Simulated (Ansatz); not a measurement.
**InP: relaxation of cell and atoms with PBEsol0**

Crystal: InP.

```
In P
1.0
     0.00000    2.93050    2.93050
     2.93050    0.00000    2.93050
     2.93050    2.93050    0.00000
In P
1 1
Direct
  0.00000 0.00000 0.00000
  0.75000 0.75000 0.75000
```

```json
{
  "Program": "Ansatz 0.2.0",
  "Task": "relaxation of cell and atoms",
  "Functional": "PBEsol0",
  "Potentials or basis": "Ansatz PAW",
  "Cutoff": "420 eV (not typed: the program's choice for these potentials)",
  "k mesh": "4 × 4 × 4",
  "Occupations": "fermi-dirac, width 0.05 eV",
  "Spin": "no spin polarisation"
}
```

| Quantity | Value |
| --- | --- |
| Relaxed volume | 25.03 Å³/atom |
| Relaxed cell | a = 4.137 Å, b = 4.137 Å, c = 4.137 Å, α = 60.00°, β = 60.00°, γ = 60.00° |
| Space group after relaxing (to 0.05 Å) | F-43m (No. 216) |
| Energy gained by relaxing | 0.2 meV/atom |
| Ionic steps | 4 |
| Pressure after relaxing | 0.0 GPa |
| Band gap on the k mesh | 2.13 eV, direct |

Step by step:
```csv
step,energy change (eV),largest force (eV/Å),volume (Å³)
1,0.0000,0.0000,50.33
2,-0.0004,0.0000,49.99
3,-0.0004,0.0000,50.06
4,-0.0004,0.0000,50.06
```

Final structure:
```
CELL_PARAMETERS angstrom
0.00000 2.92521 2.92521
2.92521 0.00000 2.92521
2.92521 2.92521 0.00000
ATOMIC_POSITIONS crystal
In 0.00000 0.00000 0.00000
P 0.75000 0.75000 0.75000
```

Levels at points of the mesh, in eV from the valence-band top:
| k point | band 6 | band 7 | band 8 | band 9 | band 10 | band 11 |
| --- | --- | --- | --- | --- | --- | --- |
| (0.00, 0.00, 0.00) | -12.88 | 0.00 | 0.00 | 0.00 | 2.13 | 5.54 |
| (0.00, 0.00, -0.50) | -10.96 | -6.42 | -1.10 | -1.10 | 2.87 | 6.29 |
| (0.00, -0.50, -0.50) | -10.23 | -6.40 | -2.63 | -2.63 | 2.92 | 3.60 |

Wall time 59 s on 2 threads of Intel(R) Xeon(R) Processor @ 2.70GHz (shared host), peak memory 0.7 GiB.

Caveat: the k mesh is coarse (spacing up to 0.46 Å⁻¹), so the values aren't converged, least of all with exact exchange; the plane-wave basis is chosen anew once the cell has moved, so the energies of steps on either side of that aren't comparable; spin-orbit coupling is left out, which moves the levels of the heavy elements; the PAW data sets come from PBE, with cores solved anew for the run's functional, which leaves a small shift of forces and pressure.
